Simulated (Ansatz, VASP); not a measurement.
**Si4C5: VASP beside Ansatz**

```xyz
9
Lattice="3.0920 0.0000 0.0000 0.0000 5.0738 0.0000 0.0000 0.0000 18.9687" Properties=species:S:1:pos:R:3 pbc="T T T"
Si    0.0000    5.0507    4.0000
Si    1.5460    2.5138    4.8926
Si    1.5460    5.0417    6.7629
Si    0.0000    2.3596    7.3095
C     0.0000    3.1436    4.0000
C     1.5460    0.6066    4.8926
C     1.5460    3.1713    6.7699
C     0.0000    0.6282    7.4687
C     0.0000    0.6282    8.9095
```

Alike in both runs: functional PBE; k mesh 9 × 5 × 1; occupations gaussian, width 0.05 eV; collinear spin.

Ansatz relaxed the structure, and its values are those at the end. VASP's run is a single point on that final structure, the one shown.

```csv
,VASP,Ansatz
version,VASP 6.6.1,Ansatz 0.2.0
potentials or method,"VASP PAW PBE potentials, release 64 (Si, C)","scalar-relativistic, plane waves, PAW"
plane-wave cutoff (eV),520,420
valence electrons in the cell,36,36
```

```tsv
	VASP	Ansatz	Ansatz less VASP
gap on the k mesh at the Fermi level (eV)	none	none	-
rms of the force components (eV/Å)	1.325	1.330	+0.0053
net moment per atom (μB)	0.08	0.08	0.000
size of the moment on the site where the two differ most (μB)	0.28	0.19	-0.085
```

Site moments also hang on the region over which each program counts them. A gap of «none» marks a metal or a gap that the smearing closes.
